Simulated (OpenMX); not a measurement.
Fe:

```
CELL_PARAMETERS angstrom
-1.44300 1.44300 1.44300
1.44300 -1.44300 1.44300
1.44300 1.44300 -1.44300
ATOMIC_POSITIONS crystal
Fe 0.00000 0.00000 0.00000
```

Base run:

- Program: OpenMX 3.8.5
- Functional: PBE
- Potentials or basis: OpenMX 2013 PBE set, Fe6.0H-s3p2d2, grid cutoff 500 Ry
- k mesh: 9 × 9 × 9
- Occupations: fermi-dirac, width 0.05 eV
- Spin: collinear spin, ferromagnetic start
- Starting moments: [3.0] μB

Its results: band gap on the k mesh none (metal or under the smearing width); pressure -5.8 GPa; net moment 2.41 μB per cell.

Question: The run is repeated on the same cell with these changes: spin from collinear spin, ferromagnetic start to collinear spin, zero start; moments at the start from [3.0] to [0.0]. What comes out?

Answer: Band gap on the k mesh none (metal or under the smearing width); pressure -24.4 GPa; net moment 0.00 μB per cell.

Caveats: the basis of atomic orbitals isn't converged, which shifts pressures, moduli and gaps.
